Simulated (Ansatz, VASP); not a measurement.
# Two plane-wave programs on SrTiO3

```xyz
5
Lattice="3.9364 0.0000 0.0000 0.0000 3.9364 0.0000 0.0000 0.0000 3.9364" Properties=species:S:1:pos:R:3 pbc="T T T"
Sr    0.0000    0.0000    0.0000
Ti    1.8482    1.9682    1.9682
O     0.0000    1.9682    1.9682
O     1.9682    0.0000    1.9682
O     1.9682    1.9682    0.0000
```

Alike in both runs: task single point; functional PBE; k mesh 8 × 8 × 8; occupations gaussian, width 0.05 eV; no spin polarisation.

|  | VASP | Ansatz |
| --- | --- | --- |
| version | VASP 6.6.1 | Ansatz 0.2.0 |
| potentials or method | VASP PAW PBE potentials, release 64 (Sr_sv, Ti_sv, O) | scalar-relativistic, plane waves, PAW |
| plane-wave cutoff (eV) | 520 | 420 |
| valence electrons in the cell | 40 | 40 |

```csv
,VASP,Ansatz,Ansatz less VASP
gap on the k mesh at the Fermi level (eV),1.83,1.86,+0.032
least direct gap on the mesh (eV),2.36,2.38,+0.021
pressure (GPa),1.6,0.9,-0.71
largest component of the traceless stress (GPa),1.47,1.41,-0.056
rms of the force components (eV/Å),0.155,0.144,-0.0111
```

Atom by atom the forces differ by 0.019 eV/Å (rms over components).

A k mesh can miss the band edges.
